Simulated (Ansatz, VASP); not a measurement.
# One calculation of ScAl, two programs

```
CELL_PARAMETERS angstrom
3.34642 0.00000 0.00000
0.00000 3.34642 0.00000
0.00000 0.00000 3.34642
ATOMIC_POSITIONS crystal
Sc 0.50000 0.50000 0.50000
Al 0.00000 0.00000 0.00000
```

Alike in both runs: functional PBEsol; k mesh 14 × 14 × 14; occupations fermi-dirac, width 0.1 eV; no spin polarisation.

Ansatz relaxed the structure, and its values are those at the end. VASP's run is a single point on that final structure, the one shown.

|  | VASP | Ansatz |
| --- | --- | --- |
| version | VASP 6.6.1 | Ansatz 0.2.0 |
| potentials or method | VASP PAW PBE potentials, release 64 (Sc_sv, Al) | PAW with Ansatz's default frozen-core files, scalar-relativistic |
| plane-wave cutoff (eV) | 520 | 420 |
| valence electrons in the cell | 14 | 14 |

Ansatz gave:

```
pressure (GPa) : 0.0
```

What did VASP give for the same quantities?

Pressure (GPa): 0.1.

With one functional, cell and mesh, what is left measures potentials, basis and numerics.

Caveats: the PAW data sets were made with another functional, which shifts forces and pressure a little (VASP).
